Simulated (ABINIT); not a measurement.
# SiC (Moissanite): G0W0 in ABINIT against the screening cutoff in the self-energy

How does the gap of SiC (Moissanite) converge in the screening cutoff in the self-energy?

Calculated with ABINIT 10.8.3; PBE and many-body steps on it, plane waves.

**1. Set-up**

Symmetry: P6_3mc, No. 186, hexagonal system. The conventional cell has a = 3.076 Å, b = 3.076 Å, c = 5.048 Å, α = 90.00°, β = 90.00°, γ = 120.00°. Si has 4 C at 1.87 to 1.94 Å nearest. Nearest to C lie 4 Si at 1.87 to 1.94 Å. Farther neighbours are not listed.

The cell and positions come from the Crystallography Open Database and are kept as given unless a step says otherwise.

**2. Screening, 6×6×4 mesh, 273 bands, screening to 272.1 eV**

This step: ABINIT 10.8.3; RPA screening on PBE, plane waves, norm-conserving pseudopotentials.

The RPA dielectric matrix is built and inverted for each q.

File run.abi:

```
acell 3*1.0 Angstrom
rprim 
  3.075999999976 0.000000000005 0.000000000000
  -1.537999999993 2.663894142018 0.000000000000
  0.000000000000 0.000000000000 5.048000000000
ntypat 2
znucl 14 6
natom 4
typat 1 1 2 2
xred 
  0.333333333333 0.666666666667 0.000000000000
  0.666666666667 0.333333333333 0.500000000000
  0.333333333333 0.666666666667 0.385000000000
  0.666666666667 0.333333333333 0.885000000000
pp_dirpath "pseudos"
pseudos "Si.upf, C.upf"
ecut 37
ngkpt 6 6 4
nshiftk 1
shiftk 0 0 0
kptopt 1
chksymbreak 0
istwfk *1
occopt 1
irdwfk 1
optdriver 3
nband 273
ecuteps 10
inclvkb 2
awtr 1
symchi 1
indata_prefix "in"
outdata_prefix "out"
tmpdata_prefix "tmp"
```

Run with:

```sh
> OMP_NUM_THREADS=1 mpirun -n 4 abinit run.abi > log
```

Log:

```text
.Version 10.8.3 of ABINIT. v10.8.2 released Aug 2026.

 Symmetries : space group P6_3 m c (#186); Bravais hP (primitive hexag.)
[... echo of the input left out ...]
== DATASET  1 ==================================================================
-   mpi_nproc: 4, omp_nthreads: 1 (-1 if OMP is not activated)

--- !DatasetInfo
iteration_state: {dtset: 1, }
dimensions: {natom: 4, nkpt: 21, mband: 273, nsppol: 1, nspinor: 1, nspden: 1, mpw: 3018, }
cutoff_energies: {ecut:  37.0, pawecutdg:  -1.0, }
electrons: {nelect:   1.60000000E+01, charge:   0.00000000E+00, occopt:   1.00000000E+00, tsmear:   1.00000000E-02, }

 SCREENING: Calculation of the susceptibility and dielectric matrices

 Based on a program developped by R.W. Godby, V. Olevano, G. Onida, and L. Reining.
 Incorporated in ABINIT by V. Olevano, G.-M. Rignanese, and M. Torrent.
.Using double precision arithmetic ; gwpc =  8

[... cell and pseudopotentials left out ...]
--------------------------------------------------------------------------------

 ==== K-mesh for the wavefunctions ====
 Number of points in the irreducible wedge :    21
[... list of points left out ...]
 Together with 12 symmetry operations and time-reversal symmetry
 yields   144 points in the full Brillouin Zone.

 ==== Q-mesh for the screening function ====
 Number of points in the irreducible wedge :    21
[... list of points left out ...]
 Together with 12 symmetry operations and time-reversal symmetry
 yields   144 points in the full Brillouin Zone.

 setmesh: FFT mesh size selected  =    24x   24x   40
          total number of points  =        23040

 vcoul_init : cutoff-mode = AUXILIARY_FUNCTION
 q-points for optical limit:   1
     1)      0.000010    0.000020    0.000030

- screening: taking advantage of time-reversal symmetry
- Maximum band index for partially occupied states nbvw = 8
- Remaining bands to be divided among processors   nbcw = 265
- Number of bands treated by each node ~66

 Number of electrons calculated from density =   16.0000; Expected =   16.0000
 average of density, n =  0.057319
 r_s =    1.6089
 omega_plasma =   23.0944 [eV]

 calculating chi0 at frequencies [eV] :
  1    0.000000E+00    0.000000E+00
  2    0.000000E+00    2.309436E+01

--------------------------------------------------------------------------------
  q-point number  1        q = ( 0.000000, 0.000000, 0.000000) [r.l.u.]
--------------------------------------------------------------------------------
[... chi0 elements left out ...]
 For q-point:  0.000010 0.000020 0.000030
  dielectric constant =   6.8436
  dielectric constant without local fields =   7.4947

  Average fulfillment of the sum rule on Im[epsilon] for q-point    1 :     95.12  [%]
[... wings left out ...]
  q-point number  2        q = ( 0.166667, 0.000000, 0.000000) [r.l.u.]
--------------------------------------------------------------------------------
[... chi0 elements left out ...]
  Average fulfillment of the sum rule on Im[epsilon] for q-point    2 :     96.82  [%]

 [... 19 further q-points ...]
```

Wall time 9.7 min (4 MPI ranks of Arm Neoverse V1, shared host); peak memory 3 GiB.

Numbers from this step:

| Quantity | Value |
| --- | --- |
| ε∞ with local fields, on this mesh, along the program's q direction | 6.844 |
| the same without local fields | 7.495 |
| plasma frequency | 23.09 eV |
| plane waves in the screening matrix | 391 |

Local fields lower ε∞ by 9 %.

**3. 1 Ha**

This step: G0W0 on PBE, plane waves, norm-conserving pseudopotentials.

Edit run.abi of step 2 so:

```diff
@@ -25,8 +25,19 @@
 irdwfk 1
-optdriver 3
+optdriver 4
 nband 273
-ecuteps 10
-inclvkb 2
-awtr 1
-symchi 1
+gwcalctyp 0
+ecutsigx 37
+symsigma 1
+nkptgw 3
+kptgw 
+  0.0000000000 0.0000000000 0.0000000000
+  0.3333333333 0.3333333333 0.0000000000
+  0.5000000000 0.0000000000 0.0000000000
+bdgw 
+  6 10
+  7 10
+  7 10
+ecuteps 1
+irdscr 1
+ppmodel 1
 indata_prefix "in"
```

Log:

```text
.Version 10.8.3 of ABINIT. v10.8.2 released Aug 2026.

 Symmetries : space group P6_3 m c (#186); Bravais hP (primitive hexag.)
[... echo of the input left out ...]
== DATASET  1 ==================================================================
-   mpi_nproc: 4, omp_nthreads: 1 (-1 if OMP is not activated)

--- !DatasetInfo
iteration_state: {dtset: 1, }
dimensions: {natom: 4, nkpt: 21, mband: 273, nsppol: 1, nspinor: 1, nspden: 1, mpw: 3018, }
cutoff_energies: {ecut:  37.0, pawecutdg:  -1.0, }
electrons: {nelect:   1.60000000E+01, charge:   0.00000000E+00, occopt:   1.00000000E+00, tsmear:   1.00000000E-02, }

 SIGMA: Calculation of the GW corrections

 Based on a program developped by R.W. Godby, V. Olevano, G. Onida, and L. Reining.
 Incorporated in ABINIT by V. Olevano, G.-M. Rignanese, and M. Torrent.
.Using double precision arithmetic ; gwpc =  8

[... cell and pseudopotentials left out ...]
--------------------------------------------------------------------------------

 ==== K-mesh for the wavefunctions ====
 Number of points in the irreducible wedge :    21
[... list of points left out ...]
 Together with 12 symmetry operations and time-reversal symmetry
 yields   144 points in the full Brillouin Zone.

 ==== Q-mesh for screening function ====
 Number of points in the irreducible wedge :    21
[... list of points left out ...]
 Together with 12 symmetry operations and time-reversal symmetry
 yields   144 points in the full Brillouin Zone.

 vcoul_init : cutoff-mode = AUXILIARY_FUNCTION
 q-points for optical limit:   1
     1)      0.000010    0.000020    0.000030
 setmesh: FFT mesh size selected  =    27x   27x   54
          total number of points  =        39366

 Number of electrons calculated from density =   16.0000; Expected =   16.0000
 average of density, n =  0.057319
 r_s =    1.6089
 omega_plasma =   23.0944 [eV]

 === KS Band Gaps ===
  >>>> For spin  1
   Minimum direct gap =   4.0829 [eV], located at k-point      :   0.5000  0.0000  0.0000
   Fundamental gap    =   2.3294 [eV], Top of valence bands at :   0.0000  0.0000  0.0000
                                       Bottom of conduction at :   0.3333  0.3333  0.0000
 SIGMA fundamental parameters:
 PLASMON POLE MODEL  1
 number of plane-waves for SigmaX                 2997
 number of plane-waves for SigmaC and W             23
 number of plane-waves for wavefunctions          2997
 number of bands                                   273
 number of independent spin polarizations            1
 number of spinorial components                      1
 number of k-points in IBZ                          21
 number of q-points in IBZ                          21
 number of symmetry operations                      12
 number of k-points in BZ                          144
 number of q-points in BZ                          144
 number of frequencies for dSigma/dE                 9
 frequency step for dSigma/dE [eV]                0.25
 number of omega for Sigma on real axis              0
 max omega for Sigma on real axis  [eV]           0.00
 zcut for avoiding poles [eV]                     0.10

 EPSILON^-1 parameters (SCR file):
 dimension of the eps^-1 matrix on file            391
 dimension of the eps^-1 matrix used                23
 number of plane-waves for wavefunctions          2997
 number of bands                                   273
 number of q-points in IBZ                          21
 number of frequencies                               2
 number of real frequencies                          1
 number of imag frequencies                          1

 matrix elements of self-energy operator (all in [eV])

 Perturbative Calculation

--- !SelfEnergy_ee
iteration_state: {dtset: 1, }
kpoint     : [   0.000,    0.000,    0.000, ]
spin       : 1
KS_gap     :    4.620
QP_gap     :    5.344
Delta_QP_KS:    0.724
data: !SigmaeeData |
     Band     E0 <VxcDFT>   SigX SigC(E0)      Z dSigC/dE  Sig(E)    E-E0       E
        6   6.864 -15.055 -17.694   2.644   0.814  -0.229 -15.051   0.004   6.867
        7   6.864 -15.055 -17.694   2.644   0.814  -0.229 -15.051   0.004   6.867
        8   7.139 -14.882 -17.276   2.446   0.814  -0.229 -14.839   0.043   7.182
        9  11.758 -12.188  -7.007  -4.247   0.821  -0.218 -11.421   0.767  12.525
       10  13.157 -12.746  -7.214  -4.734   0.812  -0.231 -12.098   0.648  13.805

--- !SelfEnergy_ee
iteration_state: {dtset: 1, }
kpoint     : [   0.333,    0.333,    0.000, ]
spin       : 1
KS_gap     :    6.371
QP_gap     :    7.214
Delta_QP_KS:    0.843
data: !SigmaeeData |
     Band     E0 <VxcDFT>   SigX SigC(E0)      Z dSigC/dE  Sig(E)    E-E0       E
        7   3.097 -12.979 -16.874   3.310   0.795  -0.258 -13.444  -0.465   2.632
[...]
--- !SelfEnergy_ee
iteration_state: {dtset: 1, }
kpoint     : [   0.500,    0.000,    0.000, ]
spin       : 1
KS_gap     :    4.083
QP_gap     :    4.816
Delta_QP_KS:    0.733
data: !SigmaeeData |
     Band     E0 <VxcDFT>   SigX SigC(E0)      Z dSigC/dE  Sig(E)    E-E0       E
[...]
8   5.651 -14.535 -17.688   2.921   0.809  -0.235 -14.723  -0.188   5.463
        9   9.734 -10.592  -6.058  -3.877   0.830  -0.205 -10.047   0.545  10.279
       10  11.338 -11.767  -6.941  -3.925   0.821  -0.217 -11.026   0.741  12.079

== END DATASET(S) ==============================================================
================================================================================

 -outvars: echo values of variables after computation  --------
           etotal      0.0000000000E+00
            nband         273
             nkpt          21
          spgroup         186
 [... the other variables as echoed above ...]

 Calculation completed.
```

Wall time 6.6 s (4 MPI ranks); peak memory 1.4 GiB.

This step gave:

* G0W0 gap on the points computed: 2.664 eV
* starting gap on the mesh: 2.329 eV
* k of the valence top: 0, 0, 0
* k of the conduction bottom: 0.3333, 0.3333, 0
* Z at the valence top: 0.814
* Z at the conduction bottom: 0.831
* least direct G0W0 gap on the computed points: 4.816 eV

**4. 2 Ha**

Edit run.abi of step 3 so:

```diff
@@ -39,3 +39,3 @@
   7 10
-ecuteps 1
+ecuteps 2
 irdscr 1
```

Log:

```text
.Version 10.8.3 of ABINIT. v10.8.2 released Aug 2026.

 Symmetries : space group P6_3 m c (#186); Bravais hP (primitive hexag.)
[... echo of the input left out ...]
== DATASET  1 ==================================================================
-   mpi_nproc: 4, omp_nthreads: 1 (-1 if OMP is not activated)

--- !DatasetInfo
iteration_state: {dtset: 1, }
dimensions: {natom: 4, nkpt: 21, mband: 273, nsppol: 1, nspinor: 1, nspden: 1, mpw: 3018, }
cutoff_energies: {ecut:  37.0, pawecutdg:  -1.0, }
electrons: {nelect:   1.60000000E+01, charge:   0.00000000E+00, occopt:   1.00000000E+00, tsmear:   1.00000000E-02, }

 SIGMA: Calculation of the GW corrections

 Based on a program developped by R.W. Godby, V. Olevano, G. Onida, and L. Reining.
 Incorporated in ABINIT by V. Olevano, G.-M. Rignanese, and M. Torrent.
.Using double precision arithmetic ; gwpc =  8

[... cell and pseudopotentials left out ...]
--------------------------------------------------------------------------------

 ==== K-mesh for the wavefunctions ====
 Number of points in the irreducible wedge :    21
[... list of points left out ...]
 Together with 12 symmetry operations and time-reversal symmetry
 yields   144 points in the full Brillouin Zone.

 ==== Q-mesh for screening function ====
 Number of points in the irreducible wedge :    21
[... list of points left out ...]
 Together with 12 symmetry operations and time-reversal symmetry
 yields   144 points in the full Brillouin Zone.

 vcoul_init : cutoff-mode = AUXILIARY_FUNCTION
 q-points for optical limit:   1
     1)      0.000010    0.000020    0.000030
 setmesh: FFT mesh size selected  =    27x   27x   54
          total number of points  =        39366

 Number of electrons calculated from density =   16.0000; Expected =   16.0000
[...]
number of plane-waves for wavefunctions          2997
 number of bands                                   273
 number of q-points in IBZ                          21
 number of frequencies                               2
 number of real frequencies                          1
 number of imag frequencies                          1

 matrix elements of self-energy operator (all in [eV])

 Perturbative Calculation

--- !SelfEnergy_ee
iteration_state: {dtset: 1, }
kpoint     : [   0.000,    0.000,    0.000, ]
spin       : 1
KS_gap     :    4.620
QP_gap     :    5.291
Delta_QP_KS:    0.671
data: !SigmaeeData |
     Band     E0 <VxcDFT>   SigX SigC(E0)      Z dSigC/dE  Sig(E)    E-E0       E
        6   6.864 -15.055 -17.694   2.521   0.804  -0.243 -15.150  -0.095   6.769
        7   6.864 -15.055 -17.694   2.521   0.804  -0.243 -15.150  -0.095   6.769
        8   7.139 -14.882 -17.276   2.287   0.807  -0.239 -14.968  -0.086   7.053
[...]
--- !SelfEnergy_ee
iteration_state: {dtset: 1, }
kpoint     : [   0.333,    0.333,    0.000, ]
spin       : 1
KS_gap     :    6.371
QP_gap     :    7.224
Delta_QP_KS:    0.853
data: !SigmaeeData |
     Band     E0 <VxcDFT>   SigX SigC(E0)      Z dSigC/dE  Sig(E)    E-E0       E
[...]
--- !SelfEnergy_ee
iteration_state: {dtset: 1, }
kpoint     : [   0.500,    0.000,    0.000, ]
spin       : 1
KS_gap     :    4.083
QP_gap     :    4.733
Delta_QP_KS:    0.650
data: !SigmaeeData |
     Band     E0 <VxcDFT>   SigX SigC(E0)      Z dSigC/dE  Sig(E)    E-E0       E
[...]
9   9.734 -10.592  -6.058  -4.074   0.825  -0.211 -10.212   0.380  10.114
       10  11.338 -11.767  -6.941  -4.082   0.816  -0.225 -11.159   0.608  11.946

== END DATASET(S) ==============================================================
================================================================================

 -outvars: echo values of variables after computation  --------
           etotal      0.0000000000E+00
            nband         273
             nkpt          21
          spgroup         186
 [... the other variables as echoed above ...]

 Calculation completed.
```

Run time: 9.3 s. Hardware: 4 MPI ranks; peak memory 1.6 GiB; 37 s of CPU time.

Numbers from this step:

* G0W0 gap on the points computed: 2.696 eV
* starting gap on the mesh: 2.329 eV
* k of the valence top: 0, 0, 0
* k of the conduction bottom: 0.3333, 0.3333, 0
* Z at the valence top: 0.807
* Z at the conduction bottom: 0.828
* least direct G0W0 gap on the computed points: 4.733 eV

**5. 3.5 Ha**

The self-energy is evaluated for the states that the input lists, and the levels follow from it, in one-shot runs by the linearised quasiparticle equation.

Edit run.abi of step 4 so:

```diff
@@ -39,3 +39,3 @@
   7 10
-ecuteps 2
+ecuteps 3.5
 irdscr 1
```

Log:

```text
.Version 10.8.3 of ABINIT. v10.8.2 released Aug 2026.

 Symmetries : space group P6_3 m c (#186); Bravais hP (primitive hexag.)
[... echo of the input left out ...]
== DATASET  1 ==================================================================
-   mpi_nproc: 4, omp_nthreads: 1 (-1 if OMP is not activated)

--- !DatasetInfo
iteration_state: {dtset: 1, }
dimensions: {natom: 4, nkpt: 21, mband: 273, nsppol: 1, nspinor: 1, nspden: 1, mpw: 3018, }
cutoff_energies: {ecut:  37.0, pawecutdg:  -1.0, }
[...]
Band     E0 <VxcDFT>   SigX SigC(E0)      Z dSigC/dE  Sig(E)    E-E0       E
[...]
9   9.734 -10.592  -6.058  -4.220   0.822  -0.217 -10.334   0.258   9.992
       10  11.338 -11.767  -6.941  -4.318   0.810  -0.234 -11.355   0.413  11.751

== END DATASET(S) ==============================================================
================================================================================

 -outvars: echo values of variables after computation  --------
           etotal      0.0000000000E+00
            nband         273
             nkpt          21
          spgroup         186
 [... the other variables as echoed above ...]

 Calculation completed.
```

The job ended after 20 s (4 MPI ranks; peak memory 1.6 GiB; 78 s of CPU time).

Numbers from this step:

* G0W0 gap on the points computed: 2.899 eV
* starting gap on the mesh: 2.329 eV
* k of the valence top: 0, 0, 0
* k of the conduction bottom: 0.3333, 0.3333, 0
* least direct G0W0 gap on the computed points: 4.915 eV

The gap on the mesh goes from 2.33 eV to 2.90 eV, a correction of +0.57 eV.

(Part 1 of 2 ends here.)

[Paths, hosts, dates, memory and timing lines, banners, echoed tables and standing remarks are left out of the program output.]

[Logs are printed without paths, hosts, clocks, repeated set-up lines and the standing remarks that a program may print on its own settings, such as how far it seeks lower states.]

[Runs of the session that timed out or met a known fault of the program may be left out.]

[Hosts, paths, dates, database ids (printed as entryN), source tags and the programs' standing remarks are cut or masked in the printed files.]

[G0W0 gaps are taken among the corrected bands and points alone; a level outside them can change the order at an edge.]

[Where Ansatz stands beside ABINIT at settings called matched, ABINIT's density can come from a denser mesh and the files from another edition; pairs whose starting gaps differed by over 0.03 eV were left out, so agreement reads better than it is.]
